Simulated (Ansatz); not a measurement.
Runs of Ansatz 0.2.0 on Br. The structure is tetragonal, space group I4/mmm (No. 139). The conventional cell has a = 2.847 Å, b = 2.847 Å, c = 7.155 Å, α = 90.00°, β = 90.00°, γ = 90.00°. Br (site symmetry 4/mmm) is surrounded by 4 Br at 2.85 Å. 

```csv
task,level,potentials or basis,spin,cell,k mesh,cutoff (eV),smearing,driver,broadening,eos,other keys,gap on the mesh (eV),pressure (GPa)
optical spectrum,PBEsol,Ansatz PAW,off,volume scaled by 0.88,13 × 13 × 13,420,tetrahedron,chain,0.05 eV,-,scf.occupations.width = left out; …,none,-
electron localisation function,PBE+D4,Ansatz PAW,"SOC, no magnetisation",cell strained at random at fixed volume,8 × 8 × 10,420,tetrahedron,chain,-,-,-,none,-0.8
density of states,PBE+D3(BJ)+ATM,Ansatz PAW,"SOC, no magnetisation",as given,13 × 13 × 13,420,methfessel-paxton 0.001 eV,chain,-,-,scf.occupations.method = methfessel_paxton; …,none,0.1
ladder of functionals,r2SCAN,as the typed override names,off,volume scaled by 1.25,13 × 13 × 13,300,fermi-dirac 0.05 eV,chain,-,-,"hamiltonian.pseudopotentials = kind paw, source jth; …",none,(a)
```

Fill in the values left out.

(a) -4.5.

Caveats: an odd number of electrons without spin polarisation forces a metal (some runs); a magnetic or distorted state may lie lower (some runs); pairwise dispersion overbinds metals, which lowers pressure and volume (some runs); with tetrahedron occupations forces and stress needn't match the slope of the energy (some runs).

A k mesh can miss the band edges, and rows without SOC leave out spin-orbit coupling on Br.

A gap of «none» marks a metal or a gap under the smearing width.
